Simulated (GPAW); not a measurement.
Wanted: an ASE script for a GPAW 26.7.0 run.

```
Task                : relaxation of cell and atoms
Functional          : PBEsol
Potentials or basis : PAW data sets generated in the run's folder for this functional
Cutoff              : 600 eV
Basis               : pw
k mesh              : 13 × 13 × 13
Occupations         : fermi-dirac, width 0.05 eV
Spin                : collinear spin, ferromagnetic start
Starting moments    : [3.0] μB
Target pressure     : 20 GPa
Maxiter             : 150
Optimizer           : BFGS
Fmax                : 0.02 eV/Å
Max steps           : 60
Target pressure     : 20 GPa
Convergence         : density=1e-05 forces=0.0001
```

Crystal: Fe.

```
Fe
1.0
    -1.44300    1.44300    1.44300
     1.44300   -1.44300    1.44300
     1.44300    1.44300   -1.44300
Fe
1
Cartesian
  0.0000 0.0000 0.0000
```

These files were run (other wordings do the same):

run.py

```python
from ase import Atoms
from ase.filters import FrechetCellFilter
from ase.io import write
from ase.optimize import BFGS
from ase.units import GPa
from gpaw import GPAW, PW, setup_paths

setup_paths.insert(0, '.')

atoms = Atoms(['Fe'],
              cell=[[-1.443, 1.443, 1.443],
                    [1.443, -1.443, 1.443],
                    [1.443, 1.443, -1.443]],
              scaled_positions=[[0.0, 0.0, 0.0]],
              pbc=True)
atoms.set_initial_magnetic_moments([3.0])

calc = GPAW(mode=PW(600),
            xc='PBEsol',
            kpts={'size': (13, 13, 13), 'gamma': True},
            occupations={'name': 'fermi-dirac', 'width': 0.05},
            nbands=12,
            convergence={'density': 1e-05, 'forces': 0.0001},
            maxiter=150,
            txt='gpaw.txt')
atoms.calc = calc
opt = BFGS(FrechetCellFilter(atoms, scalar_pressure=20 * GPa), trajectory='relax.traj', logfile='-')
done = opt.run(fmax=0.02, steps=60)
calc.write('gs.gpw')
write('result.traj', atoms)
print('Converged:', done)
print('Cell:', atoms.cell.cellpar().round(4))
print('Volume:', round(atoms.get_volume(), 4))
print(atoms.get_scaled_positions().round(5))
```

Potentials or basis: PAW data sets generated in the run's folder for this functional, pw.

The run is started by

```console
$ gpaw-setup -f PBEsol Fe
$ OMP_NUM_THREADS=1 python run.py
```

Results of the run:

```
Relaxed volume                                         : 10.18 Å³/atom
Relaxed cell                                           : a = 2.364 Å, b = 2.364 Å, c = 2.364 Å, α = 109.47°, β = 109.47°, γ = 109.47°
Space group after relaxing (to 0.05 Å)                 : Im-3m (No. 229)
Energy change on relaxing (the enthalpy is what falls) : -16.7 meV/atom
Ionic steps                                            : 5
Pressure after relaxing                                : 20.0 GPa
Band gap on the k mesh                                 : none (metal or under the smearing width)
Net moment                                             : 1.99 μB per cell
Site moments                                           : Fe +2.01 μB
```

Caveat: each step starts from the last one's moments, so a moment once lost doesn't come back; later steps reuse the first step's grids; the volume moved by over 15 % at a fixed basis, so the end points are rough.

Wall time 91 s on 1 thread of Arm Neoverse V1, on a shared host, peak memory 0.18 GiB.
